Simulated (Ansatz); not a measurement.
Strain response of Ti

The calculation used DFT PBEsol, scalar-relativistic, plane waves, PAW in Ansatz. Run with 420 eV cutoff, 24×24×12 k-mesh, Gaussian smearing of 0.10 eV, no spin polarisation.

The relaxed crystal:

```
Ti
1.0
     2.90044    0.00000    0.00000
    -1.45022    2.51185    0.00000
     0.00000    0.00000    4.59099
Ti
2
Cartesian
  0.0000 1.6746 1.1477
  1.4502 0.8373 3.4432
```

Deformation: shear that moves c along a by the strain times its height over the a-b plane, the cell held and the atoms relaxed, all within the symmetry that the strain leaves. Energies are extrapolated to zero smearing. Stress is positive in compression, on the Cartesian axes of the cell above.

Strains computed: +1.0, +2.0, +3.0, +4.0, +6.0 %.

Question: At which strain does the energy stand 0.2 meV/atom over the relaxed crystal with σxx = 0.03, σyy = 0.02, σzz = -0.04, σyz = 0.00, σxz = -0.42, σxy = 0.00 GPa?

Answer: +1.0 %.